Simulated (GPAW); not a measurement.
The system is TaN.

```xyz
6
Lattice="5.1960 0.0000 0.0000 -2.5980 4.4999 0.0000 0.0000 0.0000 2.9110" Properties=species:S:1:pos:R:3 pbc="T T T"
Ta    0.0000    0.0000    0.0000
Ta    2.5980    1.5000    1.4555
Ta    0.0000    2.9999    1.4555
N    -1.0206    1.7678    0.0000
N     1.5774    2.7321    0.0000
N     2.0412    0.0000    0.0000
```

```yaml
Program: GPAW 26.7.0
Task: single point
Functional: PBE
Potentials_or_basis: GPAW PAW data sets (gpaw-data 1.2.1)
Cutoff: 800 eV
Basis: pw
k_mesh: 6 × 6 × 9
Occupations: fermi-dirac, width 0.05 eV
Spin: no spin polarisation
```

On this cell: pressure 5.2 GPa; largest force 0.077 eV/Å; band gap on the k mesh none (metal or under the smearing width).

The same run follows on a disturbed copy (atoms moved at random, drawn with an rms of 0.05 Å):

```xyz
6
Lattice="5.1960 0.0000 0.0000 -2.5980 4.4999 0.0000 0.0000 0.0000 2.9110" Properties=species:S:1:pos:R:3 pbc="T T T"
Ta    0.0412   -0.0305    0.0025
Ta    2.5511    1.4990    1.4411
Ta    0.0487    3.0356    1.4352
N    -0.9914    1.7704    0.0504
N     1.5798    2.7606   -0.0698
N     2.0893    0.0126    0.0049
```

Q: What changes?

A: The energy (extrapolated to zero smearing) moves by +34.4 meV/atom; pressure 6.3 GPa; largest force 2.095 eV/Å; band gap on the k mesh none (metal or under the smearing width).

Forces in eV/Å, atoms in the order of the input:
```
Ta  -0.257  1.183 -0.098
Ta   2.023  0.529  0.119
Ta  -1.313 -0.775  0.207
N   -0.220 -0.174 -0.870
N    0.189 -0.620  1.027
N   -0.423 -0.144 -0.386
```

Stress tensor (GPa, compression positive):
```
5.87 0.07 0.71
0.07 7.13 0.88
0.71 0.88 5.81
```
